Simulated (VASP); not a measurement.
# W (Im-3m) in VASP: a series of runs, part 3 of 4

VASP 6.6.1. Earlier steps stand in the parts before.

**5. Band structure, LDA, spin-orbit coupling, no magnetisation**

The input, INCAR:

```
SYSTEM = W
  PREC = Accurate
  ENCUT = 520
  EDIFF = 1E-7
  ISMEAR = -1
  SIGMA = 0.05
  LREAL = .False.
  LASPH = .True.
  NELM = 80
  ALGO = Normal
  ISIF = 2
  LWAVE = .False.
  LCHARG = .False.
  LNONCOLLINEAR = .True.
  MAGMOM = 0 0 0
  LORBIT = 11
  LSORBIT = .True.
  GGA_COMPAT = .False.
  LMAXMIX = 4
  GGA = CA
```

The input, KPOINTS:

```
regular mesh
0
Gamma
  9 9 9
  0 0 0
```

The input, POSCAR:

```
W
1.0
   -1.5823450000      1.5823450000      1.5823450000
    1.5823450000     -1.5823450000      1.5823450000
    1.5823450000      1.5823450000     -1.5823450000
W
1
Direct
    0.0000000000      0.0000000000      0.0000000000
```

The input, KPOINTS_OPT:

```
path GHNGPH,PN
20
line-mode
reciprocal
 0.0000000000  0.0000000000  0.0000000000  G
 0.5000000000 -0.5000000000  0.5000000000  H

 0.5000000000 -0.5000000000  0.5000000000  H
 0.0000000000  0.0000000000  0.5000000000  N

 0.0000000000  0.0000000000  0.5000000000  N
 0.0000000000  0.0000000000  0.0000000000  G

 0.0000000000  0.0000000000  0.0000000000  G
 0.2500000000  0.2500000000  0.2500000000  P

 0.2500000000  0.2500000000  0.2500000000  P
 0.5000000000 -0.5000000000  0.5000000000  H

 0.2500000000  0.2500000000  0.2500000000  P
 0.0000000000  0.0000000000  0.5000000000  N
```

Potentials or basis: VASP PAW LDA potentials, release 64 (W_sv).

Command:

```console
cat potpaw_LDA.64/W_sv/POTCAR > POTCAR
mpirun -np 1 vasp_ncl > vasp.out
```

OUTCAR:

```text
SYSTEM = W
   PREC = Accurate
   ENCUT = 520
   EDIFF = 1E-7
   ISMEAR = -1
   LREAL = .False.
   LASPH = .True.
   NELM = 80
   ISIF = 2
   LNONCOLLINEAR = .True.
   LORBIT = 11
   LSORBIT = .True.
   GGA = CA

 ion  position               nearest neighbor table
   1  0.000  0.000  0.000-

  LATTYP: Found a body centered cubic cell.
 ALAT       =     3.1646900000

  Lattice vectors:

 A1 = (  -1.5823450000,   1.5823450000,   1.5823450000)
 A2 = (   1.5823450000,  -1.5823450000,   1.5823450000)
 A3 = (   1.5823450000,   1.5823450000,  -1.5823450000)

Analysis of symmetry for initial positions (statically):
=====================================================================
 Subroutine PRICEL returns:
 Original cell was already a primitive cell.

 Routine SETGRP: Setting up the symmetry group for a
 body centered cubic supercell.

 Subroutine GETGRP returns: Found 48 space group operations
 (whereof 48 operations were pure point group operations)
 out of a pool of 48 trial point group operations.

The static configuration has the point symmetry O_h .

Analysis of symmetry for dynamics (positions and initial velocities):
=====================================================================
 Subroutine PRICEL returns:
 Original cell was already a primitive cell.

 Routine SETGRP: Setting up the symmetry group for a
 body centered cubic supercell.

 Subroutine GETGRP returns: Found 48 space group operations
 (whereof 48 operations were pure point group operations)
 out of a pool of 48 trial point group operations.

The dynamic configuration has the point symmetry O_h .

Analysis of structural, dynamic, and magnetic symmetry:
=====================================================================
 Subroutine PRICEL returns:
 Original cell was already a primitive cell.

 Routine SETGRP: Setting up the symmetry group for a
 body centered cubic supercell.

 Subroutine GETGRP returns: Found 48 space group operations
 (whereof 48 operations were pure point group operations)
 out of a pool of 48 trial point group operations.

The overall configuration has the point symmetry O_h .

 Subroutine INISYM returns: Found 48 space group operations
 (whereof 48 operations are pure point group operations),
 and found     1 'primitive' translations

----------------------------------------------------------------------------------------

                                     Primitive cell

  volume of cell :      15.8476

  direct lattice vectors                    reciprocal lattice vectors
    -1.582345000  1.582345000  1.582345000     0.000000000  0.315986716  0.315986716
     1.582345000 -1.582345000  1.582345000     0.315986716  0.000000000  0.315986716
     1.582345000  1.582345000 -1.582345000     0.315986716  0.315986716  0.000000000

  length of vectors
     2.740701935  2.740701935  2.740701935     0.446872699  0.446872699  0.446872699

  position of ions in fractional coordinates (direct lattice)
     0.000000000  0.000000000  0.000000000

  ion indices of the primitive-cell ions
   primitive index   ion index
                 1           1

[... 80 lines left out ...]
   TEBEG  =    0.0;   TEEND  =   0.0 temperature during run
   PSTRESS=    0.0 pullay stress
   NELECT =      14.0000    total number of electrons
   NUPDOWN=      -1.0000    fix difference up-down
   EMIN   =  10.00;   EMAX   =-10.00  energy-range for DOS
   EFERMI =   0.00;   METHOD = LEGACY
   ISMEAR =    -1;   SIGMA  =   0.05  broadening in eV -4-tet -1-fermi 0-gaus
   EFERMI_NEDOS =   21; number of points for ismear=-14 and -15
   IALGO  =     38    algorithm
   IMIX   =      4    mixing-type and parameters
     AMIX     =   0.40;   BMIX     =  1.00
     AMIX_MAG =   1.60;   BMIX_MAG =  1.00
  volume/ion in A,a.u.               =      15.85       106.94
  Fermi-wavevector in a.u.,A,eV,Ry     =   1.570832  2.968442 33.572544  2.467512
  Thomas-Fermi vector in A             =   2.672506
   LORBIT       =     11    0 simple, 1 ext, 2 COOP (PROOUT), +10 PAW based schemes
   GGA     = CA    functional components
   LHFCALC =     F    Hartree Fock is set to
   AEXX    =    0.0000 exact exchange contribution
   IVDW    =     0    specifies the selected vdW correction
   LEPSILON=     F    determine dielectric tensor
   LRPA    =     F    only Hartree local field effects (RPA)
  energy-cutoff  :      520.00
  volume of cell :       15.85
 maximum number of plane-waves:       874
   NGX = 11   NGY = 11   NGZ = 11

 number of electron      14.0000000 magnetization       0.0000000      0.0000000      0.0000000

 number of electron      14.0000003 magnetization      -0.0000000      0.0000000     -0.0000000

 number of electron      14.0000003 magnetization       0.0000000     -0.0000000      0.0000000

 Free energy of the ion-electron system (eV)
  ---------------------------------------------------
  ext. energy  EPLUGINS =         0.00000000
  ---------------------------------------------------
  free energy    TOTEN  =       -14.94634212 eV

  energy without entropy =      -14.93786330  energy(sigma->0) =      -14.94210271

 E-fermi :  11.3927     XC(G=0): -13.8301

 val. band max:       11.1908646266   @ k =   0.4444   0.1111   0.0000
 cond. band min:      11.4113245273   @ k =  -0.2222   0.3333   0.1111
 fundamental gap:      0.2204599007
 Fermi energy:        11.3926827370

 k-point     1 :       0.0000    0.0000    0.0000
  band No.  band energies     occupation
      1     -62.4379      1.00000
      2     -62.4379      1.00000
      3     -32.3578      1.00000
      4     -32.3578      1.00000
      5     -23.3345      1.00000
      6     -23.3345      1.00000
[... 589 lines left out ...]
     21      21.4057      0.00000
     22      21.4057      0.00000

 [... further k-points ...]

------------------------ aborting loop because EDIFF is reached ----------------------------------------

  FORCE on cell =-STRESS in cart. coord.  units (eV):
  Direction    XX          YY          ZZ          XY          YZ          ZX
  --------------------------------------------------------------------------------------
  -------------------------------------------------------------------------------------
  Total       -0.6272572     -0.6272572     -0.6272572      0.0000000      0.0000000      0.0000000
  in kB      -63.4151012    -63.4151012    -63.4151012      0.0000000      0.0000000      0.0000000
  external PRESSURE =     -63.4151012 kB  Pullay stress =       0.0000000 kB

 VOLUME and BASIS-vectors are now :
 -----------------------------------------------------------------------------
  energy-cutoff  :      520.00
  volume of cell :       15.85
      direct lattice vectors                 reciprocal lattice vectors
    -1.582345000  1.582345000  1.582345000     0.000000000  0.315986716  0.315986716
     1.582345000 -1.582345000  1.582345000     0.315986716  0.000000000  0.315986716
     1.582345000  1.582345000 -1.582345000     0.315986716  0.315986716  0.000000000

 POSITION                                       TOTAL-FORCE (eV/Angst)
 -----------------------------------------------------------------------------------
      0.00000      0.00000      0.00000        -0.000000     -0.000000      0.000000
 -----------------------------------------------------------------------------------
    total drift:                                0.000000     -0.000000      0.000000

  FREE ENERGIE OF THE ION-ELECTRON SYSTEM (eV)
  ---------------------------------------------------
  free  energy   TOTEN  =       -14.9463421210 eV

  energy  without entropy=      -14.9378632957  energy(sigma->0) =      -14.94210271

 Spin-Orbit-Coupling matrix elements

 Ion:    1  E_soc:     -1.6511784
 l=   1
     0.0000000    -0.2318466    -0.2318466
    -0.2318466     0.0000000    -0.2318466
    -0.2318466    -0.2318466     0.0000000
 l=   2
     0.0000000    -0.0110522     0.0000000    -0.0110522    -0.0322976
    -0.0110522     0.0000000    -0.0242232    -0.0110522    -0.0080744
     0.0000000    -0.0242232     0.0000000    -0.0242232     0.0000000
    -0.0110522    -0.0110522    -0.0242232     0.0000000    -0.0080744
    -0.0322976    -0.0080744     0.0000000    -0.0080744     0.0000000
 l=   3
     0.0000000     0.0000000     0.0000000     0.0000000     0.0000000     0.0000000     0.0000000
     0.0000000     0.0000000     0.0000000     0.0000000     0.0000000     0.0000000     0.0000000
     0.0000000     0.0000000     0.0000000     0.0000000     0.0000000     0.0000000     0.0000000
     0.0000000     0.0000000     0.0000000     0.0000000     0.0000000     0.0000000     0.0000000
     0.0000000     0.0000000     0.0000000     0.0000000     0.0000000     0.0000000     0.0000000
     0.0000000     0.0000000     0.0000000     0.0000000     0.0000000     0.0000000     0.0000000
     0.0000000     0.0000000     0.0000000     0.0000000     0.0000000     0.0000000     0.0000000

 total charge

# of ion       s       p       d       tot
------------------------------------------
    1        2.405   6.338   3.396  12.139

 magnetization (x)

# of ion       s       p       d       tot
------------------------------------------
    1        0.000   0.000   0.000   0.000

 magnetization (y)

# of ion       s       p       d       tot
------------------------------------------
    1       -0.000  -0.000  -0.000  -0.000

 magnetization (z)

# of ion       s       p       d       tot
------------------------------------------
    1        0.000   0.000  -0.000  -0.000
```

Run time: 25 s. Hardware: 1 thread of Intel Xeon 6975P-C (Granite Rapids), shared host; peak memory 0.17 GiB.

Results:

```
Free energy                                           : -14.9463 eV
Pressure                                              : -6.3 GPa
Valence electrons inside the program's atomic spheres : W 12.14
```

**6. Band structure, PBEsol**

The input, INCAR:

```
PREC = Accurate
ENCUT = 520
EDIFF = 1E-7
ISMEAR = -1
SIGMA = 0.05
LREAL = F
LASPH = T
NELM = 100
ALGO = Normal
ISIF = 2
LWAVE = F
LCHARG = F
LMAXMIX = 4
GGA = PS
```

The input, KPOINTS:

```
regular mesh
0
Gamma
  12 12 12
```

POSCAR is that of step 5.

KPOINTS_OPT is that of step 5.

Potentials or basis: VASP PAW PBE potentials, release 64 (W_sv).

Command:

```console
cat potpaw_PBE.64/W_sv/POTCAR > POTCAR
mpirun -np 1 vasp_std > vasp.out
```

Wall time 7.3 s (1 thread of Intel Xeon 6975P-C (Granite Rapids), shared host); peak memory 0.14 GiB.

The run converged. Its results:

```
Free energy             : -13.8060 eV
Pressure                : -2.4 GPa
Band gap along the path : none (metal or under the smearing width)
```

Levels at the corners of the path, in eV from the Fermi level:
| point | band 5 | band 6 | band 7 | band 8 | band 9 | band 10 |
| --- | --- | --- | --- | --- | --- | --- |
| Γ | -9.57 | -1.15 | -1.15 | -1.15 | 2.32 | 2.32 |
| H | -5.77 | -5.77 | 5.27 | 5.27 | 5.27 | 8.34 |
| H | -5.77 | -5.77 | 5.27 | 5.27 | 5.27 | 8.34 |
| N | -6.20 | -3.49 | 0.78 | 2.22 | 3.20 | 6.25 |
| N | -6.20 | -3.49 | 0.78 | 2.22 | 3.20 | 6.25 |
| Γ | -9.57 | -1.15 | -1.15 | -1.15 | 2.32 | 2.32 |
| Γ | -9.57 | -1.15 | -1.15 | -1.15 | 2.32 | 2.32 |
| P | -2.88 | -2.88 | -2.88 | 3.36 | 3.36 | 6.66 |
| P | -2.88 | -2.88 | -2.88 | 3.36 | 3.36 | 6.66 |
| H | -5.77 | -5.77 | 5.27 | 5.27 | 5.27 | 8.34 |
| P | -2.88 | -2.88 | -2.88 | 3.36 | 3.36 | 6.66 |
| N | -6.20 | -3.49 | 0.78 | 2.22 | 3.20 | 6.25 |

Caveat: the PAW data sets were made with another functional, which shifts forces and pressure a little; spin-orbit coupling is left out, which moves the levels of the heavy elements.

(Part 3 of 4 ends here.)
